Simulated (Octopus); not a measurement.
## Bi in Octopus: the effect of functional

The system is Bi.

```
Bi
1.0
     3.48860   -3.13258    0.00000
     3.48860    3.13258    0.00000
    -1.26023    0.00000    3.11355
Bi
2
Direct
  0.75306 0.75306 0.85738
  0.24694 0.24694 0.14262
```

This isn't the form of Bi at room conditions, which is rhombohedral.

Alike in all runs:

| Property | Result |
| --- | --- |
| Program | Octopus 16.4 |
| Task | single point |
| Potentials or basis | PseudoDojo 0.4.1 standard (PBE) |
| Grid spacing | 0.156 × 0.156 × 0.153 Å |
| k mesh | 4 × 4 × 6 |
| Occupations | fermi-dirac, width 0.05 eV |
| Spin | no spin polarisation |

Q: One run gave: largest force 0.15 eV/Å. Which functional did it use?
A. RPBE
B. revPBE
C. PBEsol
D. LDA

A: D.

```csv
functional,largest force (eV/Å)
LDA,0.15
PBEsol,0.12
RPBE,0.09
revPBE,0.10
```

Caveats: the potentials were made for another functional, which shifts forces and pressure.

Runs at the PBE level aren't shown here.
